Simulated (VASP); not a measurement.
Bi: band structure with r2SCAN

The system is Bi.

```xyz
2
Lattice="2.2675 1.3091 3.9380 -2.2675 1.3091 3.9380 0.0000 -2.6183 3.9380" Properties=species:S:1:pos:R:3 pbc="T T T"
Bi    0.0000    0.0000    9.0495
Bi    0.0000    0.0000    2.7645
```

* Program: VASP 6.6.1
* Task: band structure
* Functional: r2SCAN
* Potentials or basis: VASP PAW PBE potentials, release 64 (Bi_d)
* Cutoff: 520 eV
* k mesh: 8 × 8 × 8
* Occupations: gaussian, width 0.02 eV
* Spin: no spin polarisation
* Further INCAR settings: ALGO = Normal; EDIFF = 1e-06

| Property | Result |
| --- | --- |
| Pressure | 1.2 GPa |
| Largest force | 0.010 eV/Å |
| Band gap along the path | none (metal or under the smearing width) |

Forces on the atoms (eV/Å):
```
Bi   0.000  0.000 -0.010
Bi   0.000  0.000  0.010
```

Stress tensor (GPa, compression positive):
```
1.07 0.00 0.00
0.00 1.07 0.00
0.00 0.00 1.50
```

Levels at the corners of the path, in eV from the Fermi level:
```csv
point,band 11,band 12,band 13,band 14,band 15,band 16,band 17,band 18,band 19
Γ,-13.73,-7.62,-1.64,-1.40,-1.40,2.58,3.08,3.08,6.10
L,-11.68,-10.98,-1.47,-1.36,-0.27,-0.16,0.62,1.07,8.06
L,-11.68,-10.98,-1.47,-1.36,-0.27,-0.16,0.62,1.07,8.06
B1,-11.32,-10.63,-4.34,-4.24,-0.53,0.88,5.30,5.31,6.44
B,-11.32,-10.63,-4.34,-4.24,-0.53,0.88,5.30,5.31,6.44
Z,-12.43,-10.32,-0.84,-0.75,-0.75,0.68,0.68,0.83,7.52
Z,-12.43,-10.32,-0.84,-0.75,-0.75,0.68,0.68,0.83,7.52
Γ,-13.73,-7.62,-1.64,-1.40,-1.40,2.58,3.08,3.08,6.09
Γ,-13.73,-7.62,-1.64,-1.40,-1.40,2.58,3.08,3.08,6.08
X,-11.31,-10.67,-4.63,-2.66,-2.64,3.19,3.23,5.08,6.22
Q,-11.31,-10.67,-4.63,-2.66,-2.64,3.19,3.23,5.08,6.22
F,-11.77,-9.82,-4.95,-3.24,-3.15,2.59,5.18,5.76,7.15
F,-11.77,-9.82,-4.95,-3.24,-3.15,2.59,5.18,5.76,7.15
P1,-11.63,-10.32,-4.70,-2.67,-2.51,2.92,3.65,5.02,6.30
P1,-11.63,-10.32,-4.70,-2.67,-2.51,2.92,3.65,5.02,6.30
Z,-12.43,-10.32,-0.84,-0.75,-0.75,0.68,0.68,0.83,7.52
L,-11.68,-10.98,-1.47,-1.36,-0.27,-0.16,0.62,1.07,8.06
P,-11.63,-10.32,-4.70,-2.67,-2.51,2.92,3.65,5.02,6.30
```

Wall time 3.9 min on 1 thread of Intel(R) Xeon(R) 6975P-C (Granite Rapids) (shared host), peak memory 0.27 GiB.

Caveat: the PAW data sets were made with another functional, which shifts forces and pressure a little; spin-orbit coupling is left out, which moves the levels of the heavy elements.
